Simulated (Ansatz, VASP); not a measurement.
## Ca in VASP and in Ansatz

File INCAR:

```
SYSTEM = Ca
PREC = Accurate
ENCUT = 520
EDIFF = 1E-6
ISMEAR = -1
SIGMA = 0.1
LREAL = .FALSE.
LASPH = .TRUE.
NELM = 60
ALGO = Normal
ISIF = 2
LWAVE = .FALSE.
LCHARG = .FALSE.
GGA = CA
NBANDS = 17
```

Contents of KPOINTS:

```
Automatic mesh
0
G
  11 11 6
  0 0 0
```

File POSCAR:

```
Ca
1.0
    3.9189944811      0.0000000000      0.0000000000
   -1.9594972406      3.3939487780      0.0000000000
    0.0000000000      0.0000000000      6.4565207240
Ca
2
Direct
    0.3333333333      0.6666666667      0.2500000000
    0.6666666667      0.3333333333      0.7500000000
```

Input for Ansatz:

```yaml
crystal:
  lattice:
    - [3.9189944811, 0.0, 0.0]
    - [-1.9594972406, 3.393948778, 0.0]
    - [0.0, 0.0, 6.456520724]
  atoms:
    - { symbol: Ca, position: [0.3333333333, 0.6666666667, 0.25] }
    - { symbol: Ca, position: [0.6666666667, 0.3333333333, 0.75] }
hamiltonian:
  xc: lda
  pseudopotentials:
    kind: paw
    azcp:
      Ca: "pseudopotentials/Ca.paw.azcp"
basis:
  ecutwfc: 420
  fft_grid_basis: typed
kpoints:
  mp_grid: { grid: [11, 11, 6], shift: [0, 0, 0] }
magnetization:
  spin_polarized: false
scf:
  occupations: { method: fermi_dirac, width: 0.1 }
  lower_state_search: "off"
output:
  stress: true
```

Alike in both runs: task single point; functional LDA; k mesh 11 × 11 × 6; occupations fermi-dirac, width 0.1 eV; no spin polarisation.

|  | VASP | Ansatz |
| --- | --- | --- |
| version | VASP 6.6.1 | Ansatz 0.2.0 |
| potentials or method | VASP PAW LDA potentials, release 64 (Ca_sv) | plane waves (420 eV) with PAW, scalar-relativistic |
| plane-wave cutoff (eV) | 520 | 420 |
| valence electrons in the cell | 20 | 20 |

|  | VASP | Ansatz | Ansatz less VASP |
| --- | --- | --- | --- |
| pressure (GPa) | -1.8 | -1.8 | 0.00 |
| largest component of the traceless stress (GPa) | 0.09 | 0.09 | +0.002 |

Ansatz warned: «pseudo_functional_mismatch».
